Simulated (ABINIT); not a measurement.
BN, 4 atoms in the cell. Symmetry: P6_3mc, No. 186, hexagonal system. The conventional cell has a = 2.554 Å, b = 2.554 Å, c = 4.227 Å, α = 90.00°, β = 90.00°, γ = 120.00°. N (site symmetry 3m) has 4 B at 1.57 to 1.58 Å as nearest neighbours. B (site symmetry 3m) is surrounded by 4 N at 1.57 to 1.58 Å. Measurements of this composition are mostly on another form, of space group No. 194.

* Program: ABINIT 10.8.3 (patched build)
* Task: relaxation of cell and atoms
* Functional: PBE
* Potentials or basis: JTH PAW PBE v2.0
* Cutoff: 707 eV
* k mesh: 12 × 12 × 6
* Occupations: fermi-dirac, width 0.05 eV
* Spin: no spin polarisation
* Target pressure: 20 GPa
* Cell freedom (optcell): 2
* Cutoff smearing ecutsm (Ha): 0.5
* Optimiser (ionmov): 2
* Force stop (Ha/bohr): 0.0001
* Fine-grid cutoff: 1306.15 eV

Potentials or basis: JTH PAW PBE v2.0.

Run with:

```console
$ abinit run.abi > log 2>&1
```

Hardware: 1 thread of Arm Neoverse V2, on a shared host.

Q: How long does it take, and how much memory?

A: It took 110 s on 1 thread of Arm Neoverse V2 (shared host), peak memory 0.13 GiB. Counts: scf iterations 40, mpi ranks 1, k points 76, bands 12, plane waves 1308, ion steps 5.
